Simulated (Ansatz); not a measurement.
Write the native input for Ansatz 0.2.0 that does the following.

| Item | Value |
| --- | --- |
| Task | relaxation of cell and atoms |
| Functional | LDA |
| Potentials or basis | Ansatz PAW |
| Cutoff | 420 eV (not typed: the program's choice for these potentials) |
| k mesh | 8 × 8 × 5 |
| Occupations | fermi-dirac, width 0.05 eV |
| Spin | no spin polarisation |

Crystal: La2O3.

```xyz
5
Lattice="3.9308 0.0000 0.0000 -1.9654 3.4042 0.0000 0.0000 0.0000 6.1120" Properties=species:S:1:pos:R:3 pbc="T T T"
La    0.0000    2.2694    1.5050
La    1.9654    1.1347    4.6070
O     0.0000    0.0000    0.0000
O     0.0000    2.2694    3.9477
O     1.9654    1.1347    2.1643
```

The cell is a database's computed one.

One way to write it, as run:

input.yaml

```yaml
crystal:
  lattice:
    - [3.930777878, 0.0, 0.0]
    - [-1.965388939, 3.404153499, 0.0]
    - [0.0, 0.0, 6.11195352]
  atoms:
    - { symbol: La, position: [0.3333333333, 0.6666666667, 0.24623568] }
    - { symbol: La, position: [0.6666666667, 0.3333333333, 0.75376432] }
    - { symbol: O, position: [0.0, 0.0, 0.0] }
    - { symbol: O, position: [0.3333333333, 0.6666666667, 0.64589065] }
    - { symbol: O, position: [0.6666666667, 0.3333333333, 0.35410935] }
hamiltonian:
  xc: lda
  pseudopotentials: { kind: paw }
kpoints:
  mp_grid: { grid: [8, 8, 5] }
scf:
  occupations: { method: fermi_dirac, width: 0.05 }
output:
  forces: true
  stress: true
  eigenvalues: true
  write_density: true
  write_potential: true
  elf: true
  volumetric_format: npy
relax:
  f_tol: 0.01
  max_steps: 40
  cell: { stress_tol: 0.05 }
```

Potentials or basis: Ansatz PAW.

Launch:

```bash
$ ansatz run input.yaml --threads 2 --pin off --max-ram 5632MiB --backend cpu --events-out ev --progress --plain --runs-dir out
```

It gave:

| Item | Value |
| --- | --- |
| Relaxed volume | 15.54 Å³/atom |
| Relaxed cell | a = 3.883 Å, b = 3.883 Å, c = 5.952 Å, α = 90.00°, β = 90.00°, γ = 120.00° |
| Space group after relaxing (to 0.05 Å) | P-3m1 (No. 164) |
| Energy gained by relaxing | 16.1 meV/atom |
| Ionic steps | 7 |
| Pressure after relaxing | 0.0 GPa |
| Band gap on the k mesh | 3.80 eV, indirect (least direct gap 3.92 eV) |

Caveat: odd divisions of the mesh miss points on the zone boundary, where band edges often lie, so the gap on the mesh can be too wide; the plane-wave basis is chosen anew once the cell has moved, so the energies of steps on either side of that aren't comparable; the pressure holds a Pulay correction of +0.6 GPa for the finite cutoff; spin-orbit coupling is left out, which moves the levels of the heavy elements; the PAW data sets come from PBE, with cores solved anew for the run's functional, which leaves a small shift of forces and pressure.

Wall time 26 s on 2 threads of Intel(R) Xeon(R) Processor @ 2.70GHz (shared host), peak memory 0.44 GiB.
